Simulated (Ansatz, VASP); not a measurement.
Al: VASP beside Ansatz

```
CELL_PARAMETERS angstrom
0.00000 2.13477 2.13477
2.13477 0.00000 2.13477
2.13477 2.13477 0.00000
ATOMIC_POSITIONS crystal
Al 0.00000 0.00000 0.00000
```

Alike in both runs: task single point; functional BLYP; k mesh 22 × 22 × 22; occupations fermi-dirac, width 0.1 eV; no spin polarisation.

```csv
,VASP,Ansatz
version,VASP 6.6.1,Ansatz 0.2.0
potentials or method,"VASP PAW PBE potentials, release 64 (Al)","plane waves (420 eV) with PAW, scalar-relativistic"
plane-wave cutoff (eV),520,420
valence electrons in the cell,3,3
```

|  | VASP | Ansatz | Ansatz less VASP |
| --- | --- | --- | --- |
| pressure (GPa) | -4.5 | -4.6 | -0.05 |

With one functional, cell and mesh, what is left measures potentials, basis and numerics.

Caveats: the PAW data sets were made with another functional, which shifts forces and pressure a little (VASP).
